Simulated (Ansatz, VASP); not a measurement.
**Rh in VASP and in Ansatz**

```
Rh
1.0
     2.69805    0.01758   -0.00155
    -1.33381    2.36873    0.02524
    -0.00251    0.04581    4.38592
Rh
2
Direct
  0.66946 0.33704 0.74158
  0.34567 0.68564 0.26188
```

This isn't the form of Rh at room conditions, which is fcc.

Alike in both runs: task single point; functional LDA; k mesh 8 × 8 × 5; no spin polarisation.

|  | VASP | Ansatz |
| --- | --- | --- |
| version | VASP 6.6.1 | Ansatz 0.2.0 |
| potentials or method | VASP PAW LDA potentials, release 64 (Rh_pv) | plane waves, PAW |
| plane-wave cutoff (eV) | 520 | 540 |
| occupations | methfessel-paxton of order 1, width 0.1 eV | methfessel-paxton of order 1 |
| valence electrons in the cell | 30 | 34 |

VASP gave:

```
pressure (GPa)                                  : -13.3
largest component of the traceless stress (GPa) : 1.85
rms of the force components (eV/Å)              : 0.475
```

Estimate Ansatz's values.

pressure (GPa): -14.1; largest component of the traceless stress (GPa): 1.82; rms of the force components (eV/Å): 0.467.

Atom by atom the forces differ by 0.008 eV/Å (rms over components). The two sets of potentials don't hold the same shells in valence. Ansatz warned: «stress_scf_threshold_loose».
